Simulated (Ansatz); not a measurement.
O from a database structure, 4 atoms and 24 valence electrons in a cell of about 45 Å³, was run 15 times in the PAW code Ansatz, each time on 2 threads of Arm Neoverse V2, on a shared host. The times are single readings and vary with the host's load.

```tsv
run	k mesh	irreducible k	cutoff (eV)	plane waves	bands	SCF iterations	wall time	peak host memory (GiB)
relaxation, PBE-D3(BJ)	6×6×8	104	420	1075	16	127	46 s	0.39
relaxation, r2SCAN+rVV10	6×6×8	104	500	1163	16	49	59 s	0.56
bands, PBE	8×6×10	168	420	885	17	6	4.3 s	0.36
single point, r2SCAN	8×6×10	168	500	1163	17	6	8.7 s	0.47
single point, HSE06	6×4×6	60	420	885	17	14	51 s	1.2
single point, PBE0	6×4×6	60	420	885	17	16	51 s	1.2
single point, LDA	8×6×10	168	420	885	17	6	3.8 s	0.35
G0W0, PBE, 134 empty bands, 120 eV	4×4×6	42	420	885	16	6	97 s	0.47
relaxation, PBE-D4	6×6×8	104	420	1067	16	20	6.7 s	0.36
field response, r2SCAN	6×6×8	148	500	1163	16	11	3.4 min	1.8
field response, PBE	6×6×8	148	420	885	16	11	93 s	1.9
G0W0, PBE, 334 empty bands, 220 eV	4×4×6	42	420	885	16	6	12 min	1.2
single point, DDH-PBE0	6×4×6	60	420	885	17	14	91 s	1.3
single point, LC-ωPBE	6×4×6	60	420	885	17	21	31 s	1.3
single point, r2SCANh	6×4×6	60	500	1163	17	12	70 s	1.6
```

The slowest run (G0W0, PBE, 334 empty bands, 220 eV) took about 190 times as long as the quickest (single point, LDA).
